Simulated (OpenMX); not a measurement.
Crystal: Nb.

```xyz
1
Lattice="-1.6640 1.6640 1.6640 1.6640 -1.6640 1.6640 1.6640 1.6640 -1.6640" Properties=species:S:1:pos:R:3 pbc="T T T"
Nb    0.0000    0.0000    0.0000
```

Base run:

| Property | Result |
| --- | --- |
| Program | OpenMX 3.8.5 |
| Functional | PBE |
| Potentials or basis | OpenMX 2013 PBE set, Nb7.0-s3p2d2f1, grid cutoff 400 Ry |
| k mesh | 11 × 11 × 11 |
| Occupations | fermi-dirac, width 0.05 eV |
| Spin | no spin polarisation |

Its results: pressure -2.0 GPa.

Problem. The run is repeated on the same cell with these changes: potentials or basis from OpenMX 2013 PBE set, Nb7.0-s3p2d2f1, grid cutoff 400 Ry to OpenMX 2013 PBE set, Nb7.0-s3p2d2, grid cutoff 400 Ry. What comes out?

Solution. Pressure 0.2 GPa.

Caveats: the basis of atomic orbitals isn't converged, which shifts pressures, moduli and gaps.
